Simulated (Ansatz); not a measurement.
# AlNi: density of states with PBEsol+U

AlNi:

```xyz
2
Lattice="2.8810 0.0000 0.0000 0.0000 2.8810 0.0000 0.0000 0.0000 2.8810" Properties=species:S:1:pos:R:3 pbc="T T T"
Ni    1.4405    1.4405    1.4405
Al    0.0000    0.0000    0.0000
```

```
Program             : Ansatz 0.2.0
Task                : density of states
Functional          : PBEsol
Potentials or basis : all-electron LAPW, scalar-relativistic
Cutoff              : 255 eV (chosen from the basis error)
Basis error allowed : 0.001 eV/atom
k mesh              : 9 × 9 × 9
Occupations         : fermi-dirac, width 0.05 eV
Spin                : collinear spin, ferromagnetic start
Starting moments    : [1.0, 0.0] μB
Hubbard terms       : Ni d U = 2 eV
```

The pressure is -4.0 GPa. The band gap on the k mesh is none (metal or under the smearing width), the net moment is 0.00 μB per cell and the absolute moment is 0.00 μB per cell.

Levels at points of the mesh, in eV from the Fermi level:
Spin up:
| k point | band 12 | band 13 | band 14 | band 15 | band 16 | band 17 |
| --- | --- | --- | --- | --- | --- | --- |
| (0.00, 0.00, 0.00) | -1.77 | -1.77 | -1.77 | 5.62 | 5.62 | 5.62 |
Spin down:
```tsv
k point	band 12	band 13	band 14	band 15	band 16	band 17
(0.00, 0.00, 0.00)	-1.77	-1.77	-1.77	5.62	5.62	5.62
```

States per cell in windows of 0.5 eV (zero at the Fermi level; states under -8 eV left out):
| from (eV) | up | down |
| --- | --- | --- |
| -8.0 | 0.09 | 0.09 |
| -7.5 | 0.13 | 0.13 |
| -7.0 | 0.12 | 0.12 |
| -6.5 | 0.12 | 0.12 |
| -6.0 | 0.17 | 0.17 |
| -5.5 | 0.16 | 0.16 |
| -5.0 | 0.18 | 0.18 |
| -4.5 | 0.37 | 0.37 |
| -4.0 | 0.49 | 0.49 |
| -3.5 | 0.73 | 0.73 |
| -3.0 | 0.76 | 0.76 |
| -2.5 | 1.46 | 1.46 |
| -2.0 | 0.75 | 0.75 |
| -1.5 | 0.13 | 0.13 |
| -1.0 | 0.28 | 0.28 |
| -0.5 | 0.26 | 0.26 |
| 0.0 | 0.18 | 0.18 |
| 0.5 | 0.13 | 0.13 |
| 1.0 | 0.08 | 0.08 |
| 1.5 | 0.07 | 0.07 |
| 2.0 | 0.13 | 0.13 |
| 2.5 | 0.19 | 0.19 |
| 3.0 | 0.23 | 0.23 |
| 3.5 | 0.21 | 0.21 |
| 4.0 | 0.19 | 0.19 |
| 4.5 | 0.20 | 0.20 |
| 5.0 | 0.20 | 0.20 |
| 5.5 | 0.21 | 0.21 |

Wall time 9.7 s on 2 threads of Arm Neoverse V2, with other jobs on the host, peak memory 0.39 GiB.

Caveat: the magnetic state may not be the lowest; U is the effective U less J, on atomic orbitals that reach past the spheres; the U is typed as a test and isn't derived for this compound; the starting moments weren't kept. The state reached can hang on the start; a lower one may exist.
